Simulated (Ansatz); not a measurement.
## Computed properties of MnS

```xyz
2
Lattice="0.0000 2.8000 2.8000 2.8000 0.0000 2.8000 2.8000 2.8000 0.0000" Properties=species:S:1:pos:R:3 pbc="T T T"
Mn    0.0000    0.0000    0.0000
S     4.2000    4.2000    4.2000
```

Atom numbers follow the list: Mn1, S2.

The cell is COD entry 9008854, as deposited and not checked against the literature; nothing was relaxed.

Other magnetic orders may lie lower; this is the state that the run reached.

Levels of theory: DFT, PBE, all-electron LAPW, scalar-relativistic (Ansatz 0.2.0); DFT, PBE, PAW with Ansatz's default frozen-core files, scalar-relativistic (Ansatz 0.2.0); DFT, PBE, all-electron PAW with datasets made for the crystal, scalar-relativistic (Ansatz 0.2.0).

For LAPW: a Γ-centred 10×10×10 k mesh, Fermi–Dirac smearing of 0.05 eV, basis error target 0.5 meV/atom, spin-polarised from start moments Mn1 4 μB. PAW takes a cutoff of 420 eV at this cell. The crystal-made all-electron datasets (AE datasets) take a cutoff of 260 eV at this cell. The Ansatz runs share mesh, smearing and spin set-up. Values come from LAPW unless marked.

```yaml
Band_gap: none at this level of theory (metallic, semimetallic, or a small gap that the functional closes)
Volume_per_atom: 148.1 bohr³
```

(1) Give the computed value. Density of states at the Fermi level (0.2 eV bin).

(2) Predict this quantity. Moment of the cell.

(3) Predict this quantity. Moments in the spheres.

(4) Give the computed value. Löwdin charges (with 0.16 e of the cell spilling out of the atomic basis, so their sizes and signs hang on that basis).

(5) Give the computed value. Pressure at this cell.

(6) Predict this quantity. Bader charges (from the PAW run).

(7) Give the computed value. Contact hyperfine fields (crystal-made datasets).

## Answers

(1) 0.73 states/eV per cell.

(2) 4.92 μB.

(3) Mn1 4.45, S2 0.12 μB.

(4) Mn1 1.06, S2 -0.91 e.

(5) 1.06 GPa.

(6) Mn1 +1.15, S2 -1.15 e.

(7) Mn1 -7.9, S2 10.7 T, core polarisation included, positive along the moment of the spin-up electrons.
